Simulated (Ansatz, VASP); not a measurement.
One calculation of Pb, two programs

```
Pb
1.0
     5.60451    0.00000    0.00000
    -2.80225    4.85365    0.00000
     0.00000    0.00000    3.32257
Pb
3
Direct
  0.00000 0.00000 0.00000
  0.33333 0.66667 0.50000
  0.66667 0.33333 0.50000
```

Alike in both runs: functional PBEsol; k mesh 6 × 6 × 8; occupations gaussian, width 0.1 eV; no spin polarisation.

Ansatz relaxed the structure, and its values are those at the end. VASP's run is a single point on that final structure, the one shown.

|  | VASP | Ansatz |
| --- | --- | --- |
| version | VASP 6.6.1 | Ansatz 0.2.0 |
| potentials or method | VASP PAW PBE potentials, release 64 (Pb_d) | scalar-relativistic, plane waves, PAW |
| plane-wave cutoff (eV) | 520 | 420 |
| valence electrons in the cell | 42 | 42 |

|  | VASP | Ansatz | Ansatz less VASP |
| --- | --- | --- | --- |
| gap on the k mesh at the Fermi level (eV) | none | none | - |
| pressure (GPa) | -0.3 | -0.2 | +0.08 |

A gap of «none» marks a metal or a gap that the smearing closes. With one functional, cell and mesh, what is left measures potentials, basis and numerics.

Caveats: the PAW data sets were made with another functional, which shifts forces and pressure a little (VASP). The runs have no spin-orbit coupling, so splittings on Pb are missing.
